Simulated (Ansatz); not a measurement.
**BaZrO$_{3}$: strain energy, fitted**

BaZrO$_{3}$, Pm-3m, a = 4.227 Å. The structure is a Materials Project entry; whether it is the stable form wasn't checked. Ansatz: PBE, PAW, 420 eV, Γ-centred 6×6×6 mesh on 5 atoms, Gaussian smearing 0.02 eV; no spin polarisation. Series: strain along c alone, the other axes held, atoms fixed by symmetry; x is the strain in per cent. y is the free energy over the unstrained cell, V0 = 15.103 Å³/atom.

| x (%) | y (meV/atom) |
| --- | --- |
| -4.5 | 32.95 |
| -3.0 | ? |
| -1.5 | 3.29 |
| 0.0 | 0.00 |
| 1.5 | 2.86 |
| 3.0 | 10.96 |
| 4.5 | 23.47 |

Task: Fit y = c2 x² + c3 x³ to the other rows, turn c2 into a modulus, and predict the missing energy.

Result: Least squares on the rows shown. y = 1.3911 x² − 0.052274 x³. In eV per unit strain² c2 is 13.91; this is C33 with relaxed ions (E = ½ C33 V0 ε²): 2 × 13.91 × 160.2 / (15.103) = 295 GPa. The unstrained cell keeps some stress along the strain, worth a slope of -0.04 meV/atom per %, which the form leaves out. At x = -3.0 the fit asked for gives 13.93 meV/atom. The run gave 13.89 meV/atom, so the fit is 0.04 meV/atom too high, within the rms miss on the fitted rows (0.08 meV/atom).

Symmetry holds off the tilts and polar distortions that many cubic perovskites undergo.